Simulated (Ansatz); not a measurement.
Fe:

```
Fe
1.0
     0.00000    1.94174    1.96511
     1.49844    0.00000    1.96511
     1.49844    1.94174    0.00000
Fe
1
Direct
  0.00000 0.00000 0.00000
```

| Property | Result |
| --- | --- |
| Program | Ansatz 0.2.0 |
| Task | relaxation of cell and atoms |
| Functional | revPBE |
| Dispersion | D4 |
| Potentials or basis | Ansatz PAW |
| Cutoff | 420 eV (not typed: the program's choice for these potentials) |
| k mesh | 13 × 13 × 13 |
| Occupations | fermi-dirac, width 0.05 eV |
| Spin | collinear spin, ferromagnetic start |
| Starting moments | [3.0] μB |

At the start: volume 11.44 Å³/atom.

Where does the relaxation end?

It ends after 8 steps and the volume is 11.08 Å³/atom (-3.1 %); space group Im-3m (No. 229, to 0.05 Å); moment 2.10 μB per cell.

The path:
```csv
step,energy change (eV),largest force (eV/Å),volume (Å³)
1,0.0000,0.0000,11.44
2,-0.0148,0.0000,11.27
3,-0.0236,0.0000,10.97
4,-0.0248,0.0000,11.12
5,-0.0250,0.0000,11.08
6,-0.0246,0.0000,11.08
7,-0.0246,0.0000,11.08
8,-0.0246,0.0000,11.08
```

Final structure:
```
Fe
1.0
     0.00000    1.98625    1.98627
     1.40446    0.00000    1.98627
     1.40446    1.98625    0.00000
Fe
1
Direct
  0.00000 0.00000 0.00000
```

Caveat: the plane-wave basis is chosen anew once the cell has moved, so the energies of steps on either side of that aren't comparable; pairwise dispersion overbinds metals, which lowers pressure and volume; the PAW data sets come from PBE, with cores solved anew for the run's functional, which leaves a small shift of forces and pressure.
